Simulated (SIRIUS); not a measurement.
# Sn (I4_1/amd) in SIRIUS: further runs

Aim: see how the results for Sn move with the level of theory and the settings. Levels: PBE, PBE+D3, PBE+D3(BJ), PBE+D4. Tasks: equation of state.

Program: SIRIUS 7.12.0. These are calculated values, not measurements. Logs are shortened: lines on timing, memory, paths and dates and some standing lists are left out, and cuts for length are marked. The log counts tension as positive stress, the text compression.

## (1) Starting point

Symmetry: I4_1/amd, No. 141, tetragonal system. Conventional cell: a = 5.880 Å, b = 5.880 Å, c = 3.199 Å, α = 90.00°, β = 90.00°, γ = 90.00°. Around Sn (site symmetry -4m2) lie 6 Sn at 3.05 to 3.20 Å.

## (2) Equation of state, PBE

run.py

```python
import json, subprocess
import numpy as np
from ase.io import read
from ase.units import Bohr, Hartree
from ase.calculators.calculator import Calculator, all_changes, SCFError
from ase.eos import EquationOfState
from ase.units import GPa

class Sirius(Calculator):
    """Writes sirius.json, runs sirius.scf and reads output.json. Species files lie in the folder."""
    implemented_properties = ["energy", "free_energy", "forces", "magmom", "magmoms"]

    def __init__(self, settings, start):
        super().__init__()
        self.settings, self.start, self.warm = settings, start, False

    def run(self, atoms, settings, task):
        symbols = atoms.get_chemical_symbols()
        types = sorted(set(symbols))
        spin = settings["parameters"]["num_mag_dims"] > 0
        rows = {t: [] for t in types}
        for s, x, m in zip(symbols, atoms.get_scaled_positions(wrap=False), atoms.get_initial_magnetic_moments()):
            rows[s].append(list(x) + ([0, 0, m] if spin else []))
        cell = dict(lattice_vectors=(atoms.cell[:] / Bohr).tolist(), atom_types=types,
                    atom_files={t: t + ".json" for t in types}, atoms=rows)
        with open("sirius.json", "w") as f:
            json.dump(dict(settings, unit_cell=cell), f, indent=1)
        with open("sirius.log", "a") as log:
            subprocess.run(["sirius.scf", "--input=sirius.json", "--output=output.json", f"--task={task}"],
                           stdout=log, stderr=log, check=True)
        with open("output.json") as f:
            return json.load(f)["ground_state"], np.argsort(np.argsort(symbols, kind="stable"))

    def calculate(self, atoms=None, properties=["energy"], system_changes=all_changes):
        super().calculate(atoms, properties, system_changes)
        if not self.warm or "cell" in system_changes:
            loose = dict(self.settings, parameters={**self.settings["parameters"], **self.start})
            self.run(atoms, loose, task=0)  # loose LDA density as the start
            self.warm = True
        gs, order = self.run(atoms, self.settings, task=1)
        if not gs["converged"]:
            raise SCFError("SIRIUS did not converge")
        e = gs["energy"]
        free = e["free"] * Hartree  # E - TS, whose slope the forces are
        self.results = dict(energy=free, free_energy=free,
                            forces=np.array(gs["forces"])[order] * Hartree / Bohr)
        if "magnetisation" in gs:
            self.results["magmom"] = gs["magnetisation"]["total"][2]
            self.results["magmoms"] = np.array(gs["magnetisation"]["atoms"])[order, 2]
        self.gap, self.fermi = gs["band_gap"] * Hartree, gs["efermi"] * Hartree

settings = {'control': {'processing_unit': 'cpu',
             'std_evp_solver_name': 'lapack',
             'gen_evp_solver_name': 'lapack',
             'verbosity': 1,
             'print_forces': True,
             'ortho_rf': True,
             'use_second_variation': True,
             'rmt_max': 3.0},
 'parameters': {'electronic_structure_method': 'full_potential_lapwlo',
                'xc_functionals': ['XC_GGA_X_PBE', 'XC_GGA_C_PBE'],
                'core_relativity': 'dirac',
                'valence_relativity': 'iora',
                'num_fv_states': 29,
                'smearing': 'fermi_dirac',
                'smearing_width': 0.0018374661,
                'pw_cutoff': 20,
                'gk_cutoff': 3.31,
                'lmax_apw': 10,
                'lmax_rho': 8,
                'lmax_pot': 8,
                'num_mag_dims': 0,
                'auto_rmt': 0,
                'ngridk': [9, 9, 9],
                'shiftk': [0, 0, 0],
                'num_dft_iter': 80,
                'energy_tol': 1e-07,
                'density_tol': 1e-05,
                'use_symmetry': True},
 'settings': {'tol_ne': 1e-10},
 'iterative_solver': {'type': 'exact'},
 'mixer': {'type': 'anderson', 'beta': 0.5, 'max_history': 8}}
start = {'xc_functionals': ['XC_LDA_X', 'XC_LDA_C_PW'],
 'ngridk': [4, 4, 4],
 'gk_cutoff': 2.65,
 'smearing': 'fermi_dirac',
 'smearing_width': 0.0055,
 'energy_tol': 0.01,
 'density_tol': 0.05,
 'num_dft_iter': 30}

from ase import Atoms
atoms = Atoms(['Sn', 'Sn'],
              cell=[[-2.9401404553, 2.9401404553, 1.5993019889], [2.9401404553, -2.9401404553, 1.5993019889], [2.9401404553, 2.9401404553, -1.5993019889]],
              scaled_positions=[[0.0, 0.0, 0.0], [0.75, 0.25, 0.5]], pbc=True)
sirius = Sirius(settings, start)
atoms.calc = sirius

cell = atoms.cell.copy()
volumes, energies = [], []
for x in [0.94, 0.96, 0.98, 1.0, 1.02, 1.04, 1.06]:
    atoms.set_cell(cell * x ** (1 / 3), scale_atoms=True)
    volumes.append(atoms.get_volume() / len(atoms))
    energies.append(atoms.get_potential_energy() / len(atoms))
    print(f"{volumes[-1]:10.4f} A^3/atom {energies[-1]:16.6f} eV/atom")
eos = EquationOfState(volumes, energies, eos="birchmurnaghan")
v0, e0, b0 = eos.fit()
print(f"V0 {v0:.4f} A^3/atom, B0 {b0 / GPa:.2f} GPa, B0' {eos.eos_parameters[2]:.2f}")
result = dict(volumes=volumes, energies=energies)
result.update(gap=sirius.gap, fermi=sirius.fermi, **{k: np.array(v).tolist() for k, v in sirius.results.items() if "mag" in k})
with open("result.json", "w") as f:
    json.dump(result, f)
```

Potentials or basis: all-electron FP-LAPW, apw+lo standard.

The run is started by

```sh
$ OMP_NUM_THREADS=1 python run.py
```

The program printed:

```text
25.9911 A^3/atom   -168141.414821 eV/atom
   26.5441 A^3/atom   -168141.430523 eV/atom
   27.0971 A^3/atom   -168141.441075 eV/atom
   27.6501 A^3/atom   -168141.447361 eV/atom
   28.2031 A^3/atom   -168141.450174 eV/atom
   28.7561 A^3/atom   -168141.449761 eV/atom
   29.3091 A^3/atom   -168141.445906 eV/atom
V0 28.3820 A^3/atom, B0 50.37 GPa, B0' 2.96
```

sirius.log (last run):

```text
[info] SIRIUS version : 7.12.0
[info] number of MPI ranks           : 1
[info] MPI grid                      : 1 1
[info] maximum number of OMP threads : 1
[fft] FFT context for density and potential
[fft] =====================================
[fft]   plane wave cutoff                     : 20
[fft]   grid size                             : 60 60 60   total : 216000
[fft]   grid limits                           : -29 30   -29 30   -29 30
[fft]   number of G-vectors within the cutoff : 53375
[fft]   number of G-shells                    : 3716
[fft] FFT context for coarse grid
[fft] =====================================
[fft]   plane wave cutoff                     : 6.62
[fft]   grid size                             : 24 24 24   total : 13824
[fft]   grid limits                           : -11 12   -11 12   -11 12
[fft]   number of G-vectors within the cutoff : 1915
[fft]   number of G-shells                    : 165
[unit cell] lattice vectors
[unit cell]   a1 :      -5.6650302547      5.6650302547      3.0815174619
[unit cell]   a2 :       5.6650302547     -5.6650302547      3.0815174619
[unit cell]   a3 :       5.6650302547      5.6650302547     -3.0815174619
[unit cell] reciprocal lattice vectors
[unit cell]   b1 :       0.0000000000      0.5545588483      1.0194953274
[unit cell]   b2 :       0.5545588483      0.0000000000      1.0194953274
[unit cell]   b3 :       0.5545588483      0.5545588483      0.0000000000
[unit cell] unit cell volume :       395.57523213 [a.u.^3]
[unit cell] 1/sqrt(omega)    :         0.05027886
[unit cell] MT volume        :       137.28394634 (34.70%)
[unit cell] IT volume        :       258.29128580 (65.30%)
[unit cell] number of atom types : 1
[unit cell] type id : 0 symbol : Sn mt_radius :   2.540000 num_atoms : 2
[unit cell] total number of atoms : 2
[unit cell] number of symmetry classes : 1
[unit cell] minimum bond length:     5.870818
[sym] space group number   : 141
[sym] international symbol : I4_1/amd
[sym] Hall symbol          : I 4bw 2bw -1bw
[sym] space group transformation matrix :
[sym]  -0.5000  0.5000  0.5000
[sym]   0.5000 -0.5000  0.5000
[sym]   0.5000  0.5000 -0.5000
[sym] space group origin shift :
[sym]   0.0000  0.0000  0.0000
[sym] number of space group operations  : 16
[sym] number of magnetic group operations : 16
[sym] metric tensor error: 1.4211e-14
[sym] rotation matrix error: 3.6691e-17
[atom type] label          : Sn
[... 107 lines left out ...]
| restart SCF ground state |
+--------------------------+
[print_info] total number of k-points : 75
[print_info] --------------------------------------------------------------------------------
[print_info]   ik                vk                    weight  num_gkvec   gklo_basis_size
[print_info] --------------------------------------------------------------------------------
[print_info]    0   0.0000   0.0000   0.0000         0.001372        259               359
[print_info]    1   0.1111   0.0000   0.0000         0.010974        250               350
[print_info]    2   0.2222   0.0000   0.0000         0.010974        241               341
[print_info]    3   0.3333   0.0000   0.0000         0.010974        241               341
[print_info]    4   0.4444   0.0000   0.0000         0.010974        238               338
[print_info]    5   0.1111   0.1111   0.0000         0.010974        242               342
[... 67 lines left out ...]
[print_info]   73  -0.4444   0.4444   0.4444         0.005487        228               328
[print_info]   74  -0.4444  -0.4444   0.4444         0.002743        224               324
[find] density tolerance         : 1e-05
[find] total energy tolerance    : 1e-07
[find] iter_solver_tol (initial) : 0.01
[find] iter_solver_tol (target)  : 1e-13
[find] num_dft_iter              : 80
Charges and magnetic moments
atom      charge    core leakage
   0   47.928671    0.000000e+00
   1   47.928671    0.000000e+00

total core leakage    : 0.00000000e+00
interstitial charge   : 4.142654
total charge          : 99.999996
[find] Charges and magnetic moments
[find] --------------------------------------------------------------------------------
[find] atom      charge    core leakage
[find] --------------------------------------------------------------------------------
[find]    0   47.925037    7.991962e-11
[find]    1   47.925037    7.991962e-11
[find] total core leakage    : 1.59839247e-10
[find] interstitial charge   : 4.149923
[find] total charge          : 99.999996
[find] Energy
[find] --------------------------------------------------------------------------------
[find] valence_eval_sum               :     -64.97393620
[find] core_eval_sum                  :   -7401.57863948
[find] kinetic energy                 :   13000.23321017
[find] enuc                           :  -15011.39246892
[find] <rho|V^{XC}>                   :    -431.45689752
[find] <rho|E^{XC}>                   :    -330.60553505
[... 30 lines left out ...]
[find] valence_eval_sum               :     -64.55557942
[find] core_eval_sum                  :   -7400.23900809
[find] kinetic energy                 :   13008.10400111
[find] enuc                           :  -15014.92035198
[find] <rho|V^{XC}>                   :    -431.52661350
[find] <rho|E^{XC}>                   :    -330.66583629
[find] <mag|B^{XC}>                   :       0.00000000
[find] <rho|V^{H}>                    :  -20041.37197511
[find] smearing (-TS)                 :      -0.00026579
[find] SCF correction                 :       0.00000646
[find] Total energy                   :  -12358.16816825 (Ha),  -24716.33633651 (Ry)
[find] Free energy (E-TS)             :  -12358.16843404 (Ha),  -24716.33686808 (Ry)
[find] band gap (eV)                  :       0.00000000
[find] Efermi                         :       0.20464143
[find] iteration : 6, RMS (target) : 5.5630e-07 (1.0000e-05) , energy difference (target) : -1.7515e-08 (1.0000e-07)
[find] converged after 7 SCF iterations!
[find] Charges and magnetic moments
[find] --------------------------------------------------------------------------------
[find] atom      charge    core leakage
[find] --------------------------------------------------------------------------------
[find]    0   47.919121    8.067858e-11
[find]    1   47.919121    8.067858e-11
[find] total core leakage    : 1.61357168e-10
[find] interstitial charge   : 4.161754
[find] total charge          : 99.999996
[find] Energy
[find] --------------------------------------------------------------------------------
[find] valence_eval_sum               :     -64.55557942
[find] core_eval_sum                  :   -7400.23900809
[find] kinetic energy                 :   13008.10400111
[find] enuc                           :  -15014.92035198
[find] <rho|V^{XC}>                   :    -431.52661350
[find] <rho|E^{XC}>                   :    -330.66583629
[find] <mag|B^{XC}>                   :       0.00000000
[find] <rho|V^{H}>                    :  -20041.37197511
[find] smearing (-TS)                 :      -0.00026579
[find] SCF correction                 :       0.00000646
[find] Total energy                   :  -12358.16816825 (Ha),  -24716.33633651 (Ry)
[find] Free energy (E-TS)             :  -12358.16843404 (Ha),  -24716.33686808 (Ry)
[find] band gap (eV)                  :       0.00000000
[find] Efermi                         :       0.20464143
[ground_state]
[ground_state] ==== total Forces in Ha/bohr =====
[ground_state] atom:    0, force:       0.0000000      0.0000000      0.0000000
[ground_state] atom:    1, force:       0.0000000     -0.0000000      0.0000000
```

Sn.json:

```text
{
  "name": "tin",
  "symbol": "Sn",
  "number": 50,
  "mass": 118.71,
  "rmin": 1e-06,
  "rmt": 2.54,
  "nrmt": 800,
  "rinf": 17.22,
  "core": "1s2s2p3s3p3d",
  "valence": [
    {"basis": [{"enu": 0.03, "dme": 0, "n": 0, "auto": 0}, {"enu": 0.03, "dme": 1, "n": 0, "auto": 0}]},
    {"l": 0, "n": 1, "basis": [{"enu": 0.053, "dme": 0, "n": 0, "auto": 0}]},
    {"l": 1, "n": 2, "basis": [{"enu": 0.13, "dme": 0, "n": 0, "auto": 0}]},
    {"l": 2, "n": 3, "basis": [{"enu": 0.13, "dme": 0, "n": 0, "auto": 0}]},
    {"l": 3, "n": 4, "basis": [{"enu": 0.13, "dme": 0, "n": 0, "auto": 0}]}
  ],
  "lo": [
    {"l": 0, "basis": [{"enu": 0.053, "dme": 0, "n": 0, "auto": 0}, {"enu": 0.053, "dme": 1, "n": 0, "auto": 0}]},
    {
      "l": 0,
      "basis": [{"enu": -4.6245, "dme": 0, "n": 4, "auto": 1}, {"enu": -4.6245, "dme": 1, "n": 4, "auto": 1}]
    },
    {
      "l": 0,
      "basis": [{"enu": -4.6245, "dme": 1, "n": 4, "auto": 1}, {"enu": 0.053, "dme": 0, "n": 0, "auto": 0}]
    },
    {"l": 0, "basis": [{"enu": 0.053, "dme": 0, "n": 0, "auto": 0}, {"enu": 2.533, "dme": 0, "n": 0, "auto": 0}]},
    {"l": 1, "basis": [{"enu": 0.13, "dme": 0, "n": 0, "auto": 0}, {"enu": 0.13, "dme": 1, "n": 0, "auto": 0}]},
    {
      "l": 1,
      "basis": [{"enu": -3.0143, "dme": 0, "n": 4, "auto": 1}, {"enu": -3.0143, "dme": 1, "n": 4, "auto": 1}]
    },
    {
      "l": 1,
      "basis": [{"enu": -3.0143, "dme": 1, "n": 4, "auto": 1}, {"enu": 0.13, "dme": 0, "n": 0, "auto": 0}]
    },
    {"l": 1, "basis": [{"enu": 0.13, "dme": 0, "n": 0, "auto": 0}, {"enu": 2.982, "dme": 0, "n": 0, "auto": 0}]},
    {"l": 2, "basis": [{"enu": 0.13, "dme": 0, "n": 0, "auto": 0}, {"enu": 0.13, "dme": 1, "n": 0, "auto": 0}]},
    {
      "l": 2,
      "basis": [{"enu": -0.6816, "dme": 0, "n": 4, "auto": 1}, {"enu": -0.6816, "dme": 1, "n": 4, "auto": 1}]
    },
    {
      "l": 2,
      "basis": [{"enu": -0.6816, "dme": 1, "n": 4, "auto": 1}, {"enu": 0.13, "dme": 0, "n": 0, "auto": 0}]
    },
    {"l": 2, "basis": [{"enu": 0.13, "dme": 0, "n": 0, "auto": 0}, {"enu": 3.354, "dme": 0, "n": 0, "auto": 0}]},
    {"l": 3, "basis": [{"enu": 0.13, "dme": 0, "n": 0, "auto": 0}, {"enu": 0.13, "dme": 1, "n": 0, "auto": 0}]},
    {"l": 3, "basis": [{"enu": 0.13, "dme": 0, "n": 0, "auto": 0}, {"enu": 2.827, "dme": 0, "n": 0, "auto": 0}]}
  ],
  "free_atom": [... radial grid and density of the free atom, the start of the SCF ...]
}
```

It took 8.4 min on 1 thread of Arm Neoverse V2, shared host; peak memory 0.6 GiB.

Results:

```yaml
Equilibrium_volume: 28.37 Å³/atom
Bulk_modulus_at_fixed_shape_and_positions: 48 GPa
Pressure_derivative_of_the_bulk_modulus: "5.3 (rough: it moves with the points fitted)"
```

Energy against volume, from the lowest point:
| volume (Å³/atom) | energy (meV/atom) |
| --- | --- |
| 25.991 | 35.35 |
| 26.544 | 19.65 |
| 27.097 | 9.10 |
| 27.650 | 2.81 |
| 28.203 | 0.00 |
| 28.756 | 0.41 |
| 29.309 | 4.27 |

Caveat: the cell was scaled at fixed shape and fractional positions, which overstates the stiffness of a crystal with free parameters, most of all of layers and chains.

(Continued in part 2 of 3.)
